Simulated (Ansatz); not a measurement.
An input for Ansatz 0.2.0 (Pb):

input.yaml

```yaml
crystal:
  lattice:
    - [0.0, 2.47502, 2.47502]
    - [2.47502, 0.0, 2.47502]
    - [2.47502, 2.47502, 0.0]
  atoms:
    - { symbol: Pb, position: [0.0, 0.0, 0.0] }
hamiltonian:
  xc: lc_wpbe
  pseudopotentials: { kind: paw }
kpoints:
  mp_grid: { grid: [5, 5, 5] }
  band_path:
    path:
      - [[0.0, 0.0, 0.0], [0.5, 0.0, 0.5], [0.5, 0.25, 0.75], [0.375, 0.375, 0.75], [0.0, 0.0, 0.0], [0.5, 0.5, 0.5], [0.625, 0.25, 0.625], [0.5, 0.25, 0.75], [0.5, 0.5, 0.5], [0.375, 0.375, 0.75]]
      - [[0.625, 0.25, 0.625], [0.5, 0.0, 0.5]]
    npoints: 4
scf:
  occupations: { method: fermi_dirac, width: 0.05 }
  n_extra_bands: 6
output:
  forces: true
  stress: true
  eigenvalues: true
  fatbands: false
```

Potentials or basis: Ansatz PAW.

Run with:

```bash
$ ansatz run input.yaml --threads 2 --pin off --max-ram 5632MiB --backend cpu --events-out ev --progress --plain --runs-dir out
```

**Question.** What does the program do with it?

**Answer.** The run stopped without a result. It printed:

Output:

```text
Error: kpoints.band_path / output.eigenstates.kpoints / output.eigenstates.nscf_kmesh / output.wannier / output.states_by_energy / output.dos.nscf_kmesh / output.optics.nscf_kmesh / output.boltztrap / output.local_orbitals.kmesh / output.polarization (unless states: scf) / output.orbitals (by a pass of its own) / gw: / phonons.commensurate_couplings.mesh / output.given_orbital_levels with hamiltonian.xc: <exact exchange of several ranges> with hamiltonian.xc: <exact exchange that reaches to infinity> — behind a hybrid SCF this pass is solved under, or applies, the exchange operator itself, at k-points off the SCF's mesh, which is served of several ranges of exact exchange only where none reaches to infinity: one that does (lc_wpbe's) diverges towards zero momentum transfer, and no level off the mesh has been held to a reference under several; use a hybrid whose last range ends, as hiss, or one of one range, or do without the pass
```
